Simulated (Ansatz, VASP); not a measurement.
**Two plane-wave programs on Ir**

```
Ir
1.0
     1.78417    1.03009    3.02622
    -1.78417    1.03009    3.02622
     0.00000   -2.06019    3.02622
Ir
2
Direct
  0.24453 0.24453 0.24453
  0.75547 0.75547 0.75547
```

Alike in both runs: functional r2SCAN; k mesh 6 × 6 × 6; occupations gaussian, width 0.1 eV; no spin polarisation.

Ansatz relaxed the structure, and its values are those at the end. VASP's run is a single point on that final structure, the one shown.

```csv
,VASP,Ansatz
version,VASP 6.6.1,Ansatz 0.2.0
potentials or method,"VASP PAW PBE potentials, release 64 (Ir)","scalar-relativistic, plane waves, PAW"
plane-wave cutoff (eV),520,500
valence electrons in the cell,18,34
```

VASP gave:

* gap on the k mesh at the Fermi level (eV): none
* pressure (GPa): 1.5
* rms of the force components (eV/Å): 0.029

Question: Which values does Ansatz return?

Answer: gap on the k mesh at the Fermi level (eV): none; pressure (GPa): -0.1; rms of the force components (eV/Å): 0.005.

A gap of «none» marks a metal or a gap that the smearing closes. The functional is the same, so the differences come from potentials, cutoffs and numerics. The two sets of potentials don't hold the same shells in valence.

Caveats: the PAW data sets were made with another functional, which shifts forces and pressure a little (VASP). The runs have no spin-orbit coupling, so splittings on Ir are missing.
